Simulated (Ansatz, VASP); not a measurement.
## Two plane-wave programs on InGaAs2

```
CELL_PARAMETERS angstrom
4.22500 0.00000 0.00000
0.00000 4.22500 0.00000
0.00000 0.00000 5.96215
ATOMIC_POSITIONS crystal
In 0.00000 0.00000 0.50000
Ga 0.50000 0.50000 0.00000
As 0.50000 0.00000 0.76848
As 0.00000 0.50000 0.23153
```

The cell comes from a database or a generator and needn't be the stable form of this composition.

Alike in both runs: task single point; functional LDA; k mesh 4 × 4 × 4; occupations gaussian, width 0.1 eV; no spin polarisation.

```csv
,VASP,Ansatz
version,VASP 6.6.1,Ansatz 0.2.0
potentials or method,"VASP PAW LDA potentials, release 64 (In_d, Ga_d, As)","scalar-relativistic, plane waves, PAW"
plane-wave cutoff (eV),520,420
valence electrons in the cell,36,56
```

Ansatz gave:

- gap on the k mesh at the Fermi level (eV): none
- pressure (GPa): -4.1
- largest component of the traceless stress (GPa): 0.26
- rms of the force components (eV/Å): 0.017

Task: Estimate VASP's values.

Result: gap on the k mesh at the Fermi level (eV): none; pressure (GPa): -4.0; largest component of the traceless stress (GPa): 0.26; rms of the force components (eV/Å): 0.016.

Atom by atom the forces differ by 0.001 eV/Å (rms over components). A gap of «none» marks a metal or a gap that the smearing closes. The two sets of potentials don't hold the same shells in valence.

Caveats: the k mesh is coarse (spacing up to 0.37 Å⁻¹), so the values aren't converged.
